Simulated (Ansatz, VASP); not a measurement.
# Ag in VASP and in Ansatz

File INCAR:

```
PREC     = Accurate       # precision mode
ENCUT    = 520            # plane-wave cutoff, eV
EDIFF    = 1E-8           # SCF threshold, eV
ISMEAR   = -1             # smearing method
SIGMA    = 0.05           # smearing width, eV
LREAL    = F              # projectors in reciprocal space
LASPH    = T              # aspherical terms in the spheres
NELM     = 100            # most SCF steps
ALGO     = Normal         # electronic algorithm
ISIF     = 2              # what is computed and relaxed
LWAVE    = F              # write WAVECAR
LCHARG   = F              # write CHGCAR
GGA      = PE             # functional
LEFG     = T            
NBANDS   = 12             # bands
```

File KPOINTS:

```
Automatic mesh
0
Gamma
  15 15 15
```

File POSCAR:

```
Ag
1.0
    0.0000000000      2.0293875063      2.0293875063
    2.0293875063      0.0000000000      2.0293875063
    2.0293875063      2.0293875063      0.0000000000
Ag
1
Direct
    0.0000000000      0.0000000000      0.0000000000
```

Input for Ansatz:

```yaml
crystal:
  lattice:
    - [0.0, 2.0293875063, 2.0293875063]
    - [2.0293875063, 0.0, 2.0293875063]
    - [2.0293875063, 2.0293875063, 0.0]
  atoms:
    - { symbol: Ag, position: [0.0, 0.0, 0.0] }
kpoints:
  mp_grid: { grid: [15, 15, 15] }
scf:
  occupations: { method: fermi_dirac, width: 0.05 }
hamiltonian:
  xc: pbe
  pseudopotentials: { kind: all_electron, datasets: crystal }
output:
  forces: true
  stress: true
  eigenvalues: true
  efg: { contact_densities: true }
```

Change from the starting cell: volume scaled by 0.98, crystal datasets.

Alike in both runs: task electric field gradients; functional PBE; k mesh 15 × 15 × 15; occupations fermi-dirac, width 0.05 eV; no spin polarisation.

|  | VASP | Ansatz |
| --- | --- | --- |
| version | VASP 6.6.1 | Ansatz 0.2.0 |
| potentials or method | VASP PAW PBE potentials, release 64 (Ag) | all-electron PAW with datasets made for the crystal, scalar-relativistic |
| plane-wave cutoff (eV) | 520 | see its input |

|  | VASP | Ansatz | Ansatz less VASP |
| --- | --- | --- | --- |
| pressure (GPa) | 6.9 | 7.0 | +0.17 |
| Vzz of the field gradient on the site that differs most (V/Å²) | 0.0 | 0.0 | 0.00 |

Ansatz ran all-electron here, so the differences hold the error of VASP's frozen core and of both bases. Ansatz warned: «gradients_without_spin_orbit».
